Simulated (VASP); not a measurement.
# HfO₂, Born charge from the Berry-phase polarisation: which settings are enough?

HfO₂, Fm-3m (no. 225), 3 atoms in the cell. PBEsol, Born charge from Berry-phase polarisation; PAW potentials Hf_pv, O (PBE set). VASP 6.6.1.

Wanted: Born charge by displacement within 0.02 e.

Geometry: relaxed with this functional.

The series start from k mesh: 8x8x8; Displacement (Å): 0.02; Plane-wave cutoff (eV): 520; SCF threshold (eV): 1e-7; Precision mode: Accurate. Each series keeps the choices made before it, and each single choice may use up half of a tolerance. Times cover all steps of a run.

## k mesh

| k mesh | Born charge by displacement (e) | Time (s) |
|---|---|---|
| 4x4x4 | 5.365 | 212 |
| 6x6x6 | 5.452 | 231 |
| 8x8x8 | 5.484 | 263 |
| 10x10x10 | 5.498 | 314 |
| 14x14x14 (reference) | 5.511 | 462 |

Chosen: 14x14x14; the next looser run is off by more than half of the tolerance, so convergence isn't shown beyond this value.

## Displacement (Å)

| Displacement (Å) | Born charge by displacement (e) | Time (s) |
|---|---|---|
| 0.02 | 5.511 | 462 |
| 0.005 | 5.514 | 429 |
| 0.05 | 5.497 | 460 |
| 0.15 | 5.375 | 458 |

Chosen: 0.02; no other choice that stays within half of the tolerance saves 30 % of the time.

## Plane-wave cutoff (eV)

| Plane-wave cutoff (eV) | Born charge by displacement (e) | Time (s) |
|---|---|---|
| 320 | 5.508 | 203 |
| 400 | 5.511 | 190 |
| 460 | 5.511 | 415 |
| 520 | 5.511 | 462 |
| 640 (reference) | 5.511 | 461 |

Chosen: 320, the loosest value from which every tighter one stays within half of the tolerance.

## SCF threshold (eV)

| SCF threshold (eV) | Born charge by displacement (e) | Time (s) |
|---|---|---|
| 0.0001 | 5.507 | 164 |
| 1e-5 | 5.508 | 169 |
| 1e-6 | 5.508 | 172 |
| 1e-7 | 5.508 | 203 |
| 1e-8 (reference) | 5.508 | 177 |

Chosen: 0.0001.

## Precision mode

| Precision mode | Born charge by displacement (e) | Time (s) |
|---|---|---|
| Accurate | 5.507 | 164 |
| Normal | 5.506 | 133 |
| Single | 5.507 | 188 |

Chosen: Accurate.

## All choices together

| Input | Born charge by displacement (e) | Time (s) |
|---|---|---|
| program defaults, KSPACING-like mesh of 0.5 per A (naive) | no result | 201 |
| chosen settings | 5.507 | 164 |
| reference settings throughout | 5.511 | 528 |

The chosen settings stay within the tolerance of the reference run, but the reference itself isn't shown to be converged in: k mesh.

## The input

INCAR.step1:
```
SYSTEM = HfO2
ALGO = Normal
EDIFF = 1E-8
ENCUT = 320
GGA = PS
ISMEAR = 0
KPAR = 4
LASPH = .TRUE.
LCHARG = .FALSE.
LEPSILON = .TRUE.
LREAL = .FALSE.
LWAVE = .FALSE.
NELM = 120
PREC = Accurate
SIGMA = 0.02
```

INCAR.step2, as INCAR.step1 but for:
```
- EDIFF = 1E-8
- KPAR = 4
- LEPSILON = .TRUE.
+ DIPOL = 0.127 0.213 0.319
+ EDIFF = 1E-4
+ KPAR = 1
+ LCALCPOL = .TRUE.
```

KPOINTS.step1:
```
k-points
0
Gamma
  12 12 12
```

KPOINTS.step2:
```
Automatic mesh
0
Gamma
  14 14 14
  0 0 0
```

POSCAR.step1:
```
HfO2
1.0
    0.0000000000      2.5094946868      2.5094946868
    2.5094946868      0.0000000000      2.5094946868
    2.5094946868      2.5094946868      0.0000000000
Hf O
1 2
Direct
    0.0000000000      0.0000000000      0.0000000000
    0.7500000000      0.7500000000      0.7500000000
    0.2500000000      0.2500000000      0.2500000000
```

POSCAR.step2:
```
HfO2
 1.0000000000000000
    -0.0000000000000000    2.5094946867854957    2.5094946867854957
     2.5094946867854957   -0.0000000000000000    2.5094946867854957
     2.5094946867854957    2.5094946867854957   -0.0000000000000000
 Hf  O
   1   2
Direct
 -0.0039848659782617 -0.0039848659782617  0.0039848659782617
  0.7500000000000000  0.7500000000000000  0.7499999999999999
  0.2500000000000000  0.2500000000000000  0.2500000000000000
```

POSCAR.step3:
```
HfO2
 1.0000000000000000
    -0.0000000000000000    2.5094946867854957    2.5094946867854957
     2.5094946867854957   -0.0000000000000000    2.5094946867854957
     2.5094946867854957    2.5094946867854957   -0.0000000000000000
 Hf  O
   1   2
Direct
  0.0039848659782617  0.0039848659782617 -0.0039848659782617
  0.7500000000000000  0.7500000000000000  0.7499999999999999
  0.2500000000000000  0.2500000000000000  0.2500000000000000
```

Commands (each step's output is kept before the next begins):
```
cat potpaw_PBE.64/Hf_pv/POTCAR potpaw_PBE.64/O/POTCAR > POTCAR
cp INCAR.step1 INCAR
cp KPOINTS.step1 KPOINTS
cp POSCAR.step1 POSCAR
mpirun -np 4 vasp_std > vasp.out
rm WAVECAR CHG
cp INCAR.step2 INCAR
cp KPOINTS.step2 KPOINTS
cp POSCAR.step2 POSCAR
mpirun -np 4 vasp_std > vasp.out
rm WAVECAR CHG
cp POSCAR.step3 POSCAR
mpirun -np 4 vasp_std > vasp.out
```

The chosen input took VASP 6.6.1 164 s on 4 cores (Intel Xeon Platinum 8259CL @ 2.50GHz (Skylake/Cascade Lake)), a shared host.

## An input that fails: wide smearing, so the filled bands are not separate

It runs to its end, but its output holds no dipole.

Changes against the starting input:
```
- ISMEAR = 0
- SIGMA = 0.02
+ ISMEAR = -1
+ SIGMA = 1.0
```
